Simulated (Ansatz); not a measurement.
Sn, DFT, PBE, all-electron LAPW, scalar-relativistic (Ansatz 0.2.0), run on 1 thread of Arm Neoverse V2 on a shared host.

The cell is COD entry 1540069, as deposited and not checked against the literature; nothing was relaxed. The listed cell was then made from it by scaling, straining or moving an atom.

Command: `ansatz run input.yaml --threads 1 --pin off --max-ram 3072MiB --backend cpu --events-out ev --progress --plain --runs-dir out`

```yaml
crystal:
  lattice:
    - [-1.545686, 1.603999, 2.91565]
    - [1.603999, -1.545686, 2.91565]
    - [1.577501, 1.577501, -2.883835]
  atoms:
    - { symbol: Sn, position: [0.0, 0.0, 0.0] }
kpoints:
  mp_grid: { grid: [18, 18, 18] }
  band_path:
    path:
      - [0.0, 0.0, 0.0]
      - [0.5, 0.5, -0.5]
      - [0.8443813366, 0.1556186634, -0.5]
      - [0.1556186634, -0.1556186634, -0.5]
      - [0.0, 0.0, -0.5]
      - [0.0, 0.0, 0.0]
      - [0.5, -0.5, 0.0]
      - [0.5, 0.0, -0.5]
      - [0.0, 0.0, 0.0]
    npoints: 5
scf:
  occupations: { method: fermi_dirac, width: 0.03 }
hamiltonian:
  xc: pbe
  pseudopotentials: { kind: all_electron, lapw: { basis_error: 0.001 } }
output:
  forces: true
  stress: true
  eigenvalues: true
```

Q: How large is the problem that the program sets up?

A: 1550 irreducible k-points, 167 plane waves at Γ, 15 bands.

Q: Estimate the wall time and the peak memory.

A: 93 s of wall time for 7 SCF iterations, with a peak of 1.2 GiB. Times on shared machines scatter by tens of per cent.
